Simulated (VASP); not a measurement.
# SiNi (Pnma) in VASP: a series of runs

The runs below take SiNi through single point, atomic charges, electron localisation function, with PBE.

Program: VASP 6.6.1. These are calculated values, not measurements. Logs are shortened: lines on timing, memory, paths and dates and some standing lists are left out, and cuts for length are marked.

## 1. The crystal as given

Symmetry: Pnma, No. 62, orthorhombic system. Conventional cell: a = 5.173 Å, b = 3.338 Å, c = 5.605 Å, α = 90.00°, β = 90.00°, γ = 90.00°. Around Ni (site symmetry m) lie 6 Si at 2.28 to 2.40 Å. Si (site symmetry m) is surrounded by 6 Ni at 2.28 to 2.40 Å.

## 2. Single point, PBE, collinear spin, ferromagnetic start (supercell [1, 1, 2], atoms moved at random, drawn with an rms of 0.05 Å)

The input, INCAR:

```
SYSTEM = SiNi
PREC = Accurate
ENCUT = 450
EDIFF = 1E-5
ISMEAR = 0
SIGMA = 0.05
LREAL = Auto
LASPH = .True.
NELM = 150
ALGO = Fast
ISIF = 2
LWAVE = .False.
LCHARG = .False.
ISPIN = 2
MAGMOM = 1 1 1 1 1 1 1 1 0 0 0 0 0 0 0 0
LORBIT = 11
LMAXMIX = 4
GGA = PE
NBANDS = 74
NSIM = 4
```

The input, KPOINTS:

```
Automatic mesh
0
Gamma
  3 5 2
  0 0 0
```

The input, POSCAR:

```
SiNi
1.0
    5.1731000000      0.0000000000      0.0000000000
    0.0000000000      3.3381000000      0.0000000000
    0.0000000000      0.0000000000     11.2098000000
Ni Si
8 8
Direct
    0.9942140000      0.7573840000      0.4071240000
    0.9846530000      0.7581370000      0.9074350000
    0.5046760000      0.2552230000      0.1572160000
    0.5094960000      0.2502550000      0.6577030000
    0.4879390000      0.7485360000      0.3424700000
    0.4956830000      0.7503570000      0.8429770000
    0.0032560000      0.2476890000      0.0937820000
    0.0061920000      0.2616300000      0.5964540000
    0.6629970000      0.2330230000      0.4582820000
    0.6762720000      0.2519200000      0.9593320000
    0.8335620000      0.7400060000      0.2077390000
    0.8331270000      0.7558120000      0.7105250000
    0.1757390000      0.2351890000      0.2916980000
    0.1793520000      0.2389700000      0.7894220000
    0.3208620000      0.7415090000      0.0409870000
    0.3218340000      0.7503200000      0.5398950000
```

Potentials or basis: VASP PAW PBE potentials, release 64 (Ni, Si).

Started as:

```bash
$ cat potpaw_PBE.64/Ni/POTCAR potpaw_PBE.64/Si/POTCAR > POTCAR
$ mpirun -np 1 vasp_std > vasp.out
```

OUTCAR:

```text
SYSTEM = SiNi
   PREC = Accurate
   ENCUT = 450
   EDIFF = 1E-5
   ISMEAR = 0
   LREAL = Auto
   LASPH = .True.
   NELM = 150
   ISIF = 2
   ISPIN = 2
   LORBIT = 11
   GGA = PE

 ion  position               nearest neighbor table
   1  0.994  0.757  0.407-  16 2.26  13 2.26  13 2.37  11 2.39   9 2.41   9 2.52   5 2.66   8 2.69
                             8 2.71   5 2.72
   2  0.985  0.758  0.907-  15 2.30  14 2.31  12 2.34  10 2.37  10 2.40  14 2.40   6 2.63   7 2.65
                             7 2.70   6 2.74
   3  0.505  0.255  0.157-  13 2.27  15 2.29  15 2.35  10 2.39  11 2.42  11 2.48   5 2.65   7 2.68
                             5 2.68   7 2.69
   4  0.509  0.250  0.658-  14 2.26  16 2.34  16 2.34   9 2.37  12 2.42  12 2.45   8 2.66   6 2.67
                             6 2.67   8 2.69
   5  0.488  0.749  0.342-   9 2.26   9 2.34  11 2.34  13 2.36  16 2.37  13 2.42   3 2.65   1 2.66
                             3 2.68   1 2.72
   6  0.496  0.750  0.843-  12 2.29  10 2.31  10 2.32  14 2.39  15 2.40  14 2.44   2 2.63   4 2.67
                             4 2.67   2 2.74
   7  0.003  0.248  0.094-  11 2.26  10 2.27  11 2.30  13 2.39  15 2.40  15 2.43   2 2.65   3 2.68
                             3 2.69   2 2.70
   8  0.006  0.262  0.596-  12 2.27  12 2.30  14 2.34   9 2.36  16 2.39  16 2.45   4 2.66   1 2.69
                             4 2.69   1 2.71
   9  0.663  0.233  0.458-   5 2.26   5 2.34   8 2.36   4 2.37   1 2.41   1 2.52  16 2.56  16 2.63
[... 11 lines left out ...]
  15  0.321  0.742  0.041-   3 2.29   2 2.30   3 2.35   6 2.40   7 2.40   7 2.43  10 2.62  10 2.67
                            11 3.14
  16  0.322  0.750  0.540-   1 2.26   4 2.34   4 2.34   5 2.37   8 2.39   8 2.45   9 2.56   9 2.63

  LATTYP: Found a simple orthorhombic cell.
 ALAT       =     3.3381000000
 B/A-ratio  =     1.5497139091
 C/A-ratio  =     3.3581378629

  Lattice vectors:

 A1 = (   0.0000000000,  -3.3381000000,   0.0000000000)
 A2 = (   5.1731000000,   0.0000000000,   0.0000000000)
 A3 = (   0.0000000000,   0.0000000000,  11.2098000000)

Analysis of symmetry for initial positions (statically):
=====================================================================
 Subroutine PRICEL returns:
 Original cell was already a primitive cell.

 Routine SETGRP: Setting up the symmetry group for a
 simple orthorhombic supercell.

 Subroutine GETGRP returns: Found  1 space group operations
 (whereof  1 operations were pure point group operations)
 out of a pool of  8 trial point group operations.

The static configuration has the point symmetry C_1 .

Analysis of symmetry for dynamics (positions and initial velocities):
=====================================================================
 Subroutine PRICEL returns:
 Original cell was already a primitive cell.

 Routine SETGRP: Setting up the symmetry group for a
 simple orthorhombic supercell.

 Subroutine GETGRP returns: Found  1 space group operations
 (whereof  1 operations were pure point group operations)
 out of a pool of  8 trial point group operations.

The dynamic configuration has the point symmetry C_1 .

Analysis of structural, dynamic, and magnetic symmetry:
=====================================================================
 Subroutine PRICEL returns:
 Original cell was already a primitive cell.

 Routine SETGRP: Setting up the symmetry group for a
 simple orthorhombic supercell.

 Subroutine GETGRP returns: Found  1 space group operations
 (whereof  1 operations were pure point group operations)
 out of a pool of  8 trial point group operations.

The overall configuration has the point symmetry C_1 .

 Subroutine INISYM returns: Found  1 space group operations
 (whereof  1 operations are pure point group operations),
 and found     1 'primitive' translations

----------------------------------------------------------------------------------------

                                     Primitive cell

  volume of cell :     193.5745

  direct lattice vectors                    reciprocal lattice vectors
     5.173100000  0.000000000  0.000000000     0.193307688  0.000000000  0.000000000
     0.000000000  3.338100000  0.000000000     0.000000000  0.299571613  0.000000000
     0.000000000  0.000000000 11.209800000     0.000000000  0.000000000  0.089207658

  length of vectors
     5.173100000  3.338100000 11.209800000     0.193307688  0.299571613  0.089207658

  position of ions in fractional coordinates (direct lattice)
     0.994214000  0.757384000  0.407124000
     0.984653000  0.758137000  0.907435000
     0.504676000  0.255223000  0.157216000
     0.509496000  0.250255000  0.657703000
     0.487939000  0.748536000  0.342470000
     0.495683000  0.750357000  0.842977000
[... 8 lines left out ...]
     0.320862000  0.741509000  0.040987000
     0.321834000  0.750320000  0.539895000

  ion indices of the primitive-cell ions
   primitive index   ion index
                 1           1
                 2           2
                 3           3
                 4           4
                 5           5
                 6           6
[... 8 lines left out ...]
                15          15
                16          16

[... 24 lines left out ...]
 Found     16 irreducible k-points:

 Following reciprocal coordinates:
            Coordinates               Weight
  0.000000  0.000000  0.000000      1.000000
  0.333333  0.000000  0.000000      2.000000
  0.000000  0.200000  0.000000      2.000000
  0.333333  0.200000  0.000000      2.000000
 -0.333333  0.200000  0.000000      2.000000
  0.000000  0.400000  0.000000      2.000000
[... 8 lines left out ...]
  0.333333  0.400000  0.500000      2.000000
 -0.333333  0.400000  0.500000      2.000000
   k-points           NKPTS =     16   k-points in BZ     NKDIM =     16   number of bands    NBANDS=     74
   number of dos      NEDOS =    301   number of ions     NIONS =     16
   total plane-waves  NPLWV =  69120
   dimension x,y,z NGX =    36 NGY =   24 NGZ =   80
   dimension x,y,z NGXF=    72 NGYF=   48 NGZF=  160
   ions per type =               8   8
   NGX,Y,Z   is equivalent  to a cutoff of  11.57, 11.95, 11.86 a.u.
   NGXF,Y,Z  is equivalent  to a cutoff of  23.14, 23.91, 23.73 a.u.
 SYSTEM =  SiNi
   PREC   = accura    normal or accurate (medium, high low for compatibility)
   ISTART =      0    job   : 0-new  1-cont  2-samecut
   ICHARG =      2    charge: 1-file 2-atom 10-const
   ISPIN  =      2    spin polarized calculation?
   LNONCOLLINEAR =      F non collinear calculations
   LSORBIT =      F    spin-orbit coupling
   LASPH  =      T    aspherical Exc in radial PAW
   ENCUT  =  450.0 eV  33.07 Ry    5.75 a.u.   8.95  5.77 19.39*2*pi/ulx,y,z
   NELM   =    150;   NELMIN=  2; NELMDL= -5     # of ELM steps
   EDIFF  = 0.1E-04   stopping-criterion for ELM
   LREAL  =      T    real-space projection
   EDIFFG = 0.1E-03   stopping-criterion for IOM
   NSW    =      0    number of steps for IOM
   IBRION =     -1    ionic relax: 0-MD 1-quasi-New 2-CG
   NFREE  =      0    steps in history (QN), initial steepest desc. (CG)
   ISIF   =      2    stress and relaxation
   ISYM   =      2    0-nonsym 1-usesym 2-fastsym
   POTIM  = 0.5000    time-step for ionic-motion
   TEBEG  =    0.0;   TEEND  =   0.0 temperature during run
   PSTRESS=    0.0 pullay stress
   NELECT =     112.0000    total number of electrons
   NUPDOWN=      -1.0000    fix difference up-down
   EMIN   =  10.00;   EMAX   =-10.00  energy-range for DOS
   EFERMI =   0.00;   METHOD = LEGACY
   ISMEAR =     0;   SIGMA  =   0.05  broadening in eV -4-tet -1-fermi 0-gaus
   EFERMI_NEDOS =   21; number of points for ismear=-14 and -15
   IALGO  =     68    algorithm
   IMIX   =      4    mixing-type and parameters
     AMIX     =   0.40;   BMIX     =  1.00
     AMIX_MAG =   1.60;   BMIX_MAG =  1.00
  volume/ion in A,a.u.               =      12.10        81.64
  Fermi-wavevector in a.u.,A,eV,Ry     =   1.364158  2.577886 25.319466  1.860928
  Thomas-Fermi vector in A             =   2.490499
   LORBIT       =     11    0 simple, 1 ext, 2 COOP (PROOUT), +10 PAW based schemes
   GGA     = PE    functional components
   LHFCALC =     F    Hartree Fock is set to
   AEXX    =    0.0000 exact exchange contribution
   IVDW    =     0    specifies the selected vdW correction
   LEPSILON=     F    determine dielectric tensor
   LRPA    =     F    only Hartree local field effects (RPA)
 spin polarized calculation
 RMM-DIIS sequential band-by-band and
 Gauss-broadening in eV      SIGMA  =   0.05
  energy-cutoff  :      450.00
  volume of cell :      193.57
 maximum number of plane-waves:      4220
   NGX = 17   NGY = 11   NGZ = 39

 number of electron     112.0000014 magnetization       0.0037380

 Free energy of the ion-electron system (eV)
  ---------------------------------------------------
  ext. energy  EPLUGINS =         0.00000000
  ---------------------------------------------------
  free energy    TOTEN  =       -94.76644586 eV

  energy without entropy =      -94.75509285  energy(sigma->0) =      -94.76076936

 E-fermi :  10.4598     XC(G=0): -12.2163

 val. band max:       10.4591577580   @ k =   0.3333   0.2000   0.0000
 cond. band min:      10.4624740775   @ k =  -0.3333   0.2000   0.0000
 fundamental gap:      0.0033163195
 Fermi energy:        10.4597846761

 spin component 1

 k-point     1 :       0.0000    0.0000    0.0000
  band No.  band energies     occupation
      1      -2.6002      1.00000
      2      -1.5335      1.00000
      3      -1.4896      1.00000
      4       0.5829      1.00000
      5       2.1307      1.00000
      6       2.6503      1.00000
[... 1125 lines left out ...]
     67      13.8635      0.00000
     68      13.9012      0.00000
 Fermi energy:        10.4597846761

 spin component 2

 k-point     1 :       0.0000    0.0000    0.0000
  band No.  band energies     occupation
      1      -2.6000      1.00000
      2      -1.5332      1.00000
      3      -1.4893      1.00000
      4       0.5832      1.00000
      5       2.1310      1.00000
      6       2.6507      1.00000
[... 1125 lines left out ...]
     67      13.8638      0.00000
     68      13.9014      0.00000
 [bands above 68 left out]

------------------------ aborting loop because EDIFF is reached ----------------------------------------

  FORCE on cell =-STRESS in cart. coord.  units (eV):
  Direction    XX          YY          ZZ          XY          YZ          ZX
  --------------------------------------------------------------------------------------
  -------------------------------------------------------------------------------------
  Total        5.8604804      0.2309792      1.5694636      0.1981752     -0.2699651      0.0720895
  in kB       48.5060287      1.9117692     12.9901375      1.6402566     -2.2344471      0.5966708
  external PRESSURE =      21.1359784 kB  Pullay stress =       0.0000000 kB

 VOLUME and BASIS-vectors are now :
 -----------------------------------------------------------------------------
  energy-cutoff  :      450.00
  volume of cell :      193.57
      direct lattice vectors                 reciprocal lattice vectors
     5.173100000  0.000000000  0.000000000     0.193307688  0.000000000  0.000000000
     0.000000000  3.338100000  0.000000000     0.000000000  0.299571613  0.000000000
     0.000000000  0.000000000 11.209800000     0.000000000  0.000000000  0.089207658

 POSITION                                       TOTAL-FORCE (eV/Angst)
 -----------------------------------------------------------------------------------
      5.14317      2.52822      4.56378        -0.479051     -0.454066     -0.000564
      5.09371      2.53074     10.17216         0.405982     -0.348002      0.029755
      2.61074      0.85196      1.76236         0.223749     -0.336615     -0.089506
      2.63567      0.83538      7.37272         0.157302     -0.005024     -0.224640
      2.52416      2.49869      3.83902         0.243852     -0.343841     -0.202911
      2.56422      2.50477      9.44960        -0.186823     -0.050090      0.054417
[... 8 lines left out ...]
      1.65985      2.47523      0.45946        -0.049496      0.299166     -0.049210
      1.66488      2.50464      6.05211         0.021706      0.016469      0.293662
 -----------------------------------------------------------------------------------
    total drift:                               -0.004877      0.005438     -0.005759

  FREE ENERGIE OF THE ION-ELECTRON SYSTEM (eV)
  ---------------------------------------------------
  free  energy   TOTEN  =       -94.7664458636 eV

  energy  without entropy=      -94.7550928471  energy(sigma->0) =      -94.76076936

 total charge

# of ion       s       p       d       tot
------------------------------------------
    1        0.496   0.627   8.444   9.566
    2        0.499   0.637   8.443   9.578
    3        0.493   0.626   8.438   9.557
    4        0.494   0.628   8.439   9.560
    5        0.500   0.641   8.445   9.587
    6        0.497   0.634   8.441   9.572
[... 8 lines left out ...]
   15        0.760   0.851   0.000   1.611
   16        0.760   0.859   0.000   1.619
--------------------------------------------------
tot         10.066  11.952  67.547  89.565

 magnetization (x)

# of ion       s       p       d       tot
------------------------------------------
    1       -0.000  -0.000   0.000   0.000
    2        0.000   0.000   0.000   0.000
    3        0.000   0.000   0.000   0.000
    4        0.000   0.000   0.000   0.000
    5       -0.000  -0.000   0.000   0.000
    6        0.000   0.000   0.000   0.000
[... 8 lines left out ...]
   15        0.000   0.000   0.000   0.000
   16        0.000   0.000   0.000   0.000
--------------------------------------------------
tot          0.000   0.000   0.000   0.001
```

Wall time 2.4 min (1 × NVIDIA H100 80GB with 1 thread of AMD EPYC 7R13 (Zen 3), shared host); peak memory 1.9 GiB.

What came out:

* Free energy: -94.7664 eV
* Pressure: 2.1 GPa
* Largest force: 0.938 eV/Å
* Band gap on the k mesh: none (metal or under the smearing width)
* Net moment: 0.00 μB per cell
* Valence electrons inside the program's atomic spheres: Ni 9.57, 9.58, 9.56, 9.59, 9.61; Si 1.61, 1.62

Forces on the atoms (eV/Å):
```
Ni  -0.479 -0.454 -0.001
Ni   0.406 -0.348  0.030
Ni   0.224 -0.337 -0.090
Ni   0.157 -0.005 -0.225
Ni   0.244 -0.344 -0.203
Ni  -0.187 -0.050  0.054
Ni   0.340 -0.141 -0.145
Ni  -0.070 -0.239 -0.595
Si   0.763  0.493  0.235
Si  -0.133 -0.025 -0.001
Si  -0.770  0.227  0.352
Si  -0.551 -0.003 -0.014
Si   0.061  0.495 -0.045
Si   0.023  0.416  0.402
Si  -0.049  0.299 -0.049
Si   0.022  0.016  0.294
```

Stress tensor (GPa, compression positive):
```
 4.85  0.16  0.06
 0.16  0.19 -0.22
 0.06 -0.22  1.30
```

Levels at points of the mesh, in eV from the Fermi level:
Spin up:
```csv
k point,band 54,band 55,band 56,band 57,band 58,band 59
"(0.00, 0.00, 0.00)",-0.96,-0.34,-0.31,0.47,1.01,1.04
"(0.00, 0.00, 0.50)",-0.97,-0.27,-0.25,0.74,0.82,1.89
```
Spin down:
| k point | band 53 | band 54 | band 55 | band 56 | band 57 | band 58 | band 59 | band 60 |
| --- | --- | --- | --- | --- | --- | --- | --- | --- |
| (0.00, 0.00, 0.00) | -1.00 | -0.96 | -0.34 | -0.31 | 0.47 | 1.01 | 1.04 | 1.18 |
| (0.00, 0.00, 0.50) | -1.01 | -0.97 | -0.27 | -0.25 | 0.74 | 0.82 | 1.89 | 1.96 |

Caveat: the k mesh is coarse (spacing up to 0.40 Å⁻¹), so the values aren't converged.

(Part 1 of 3 ends here.)
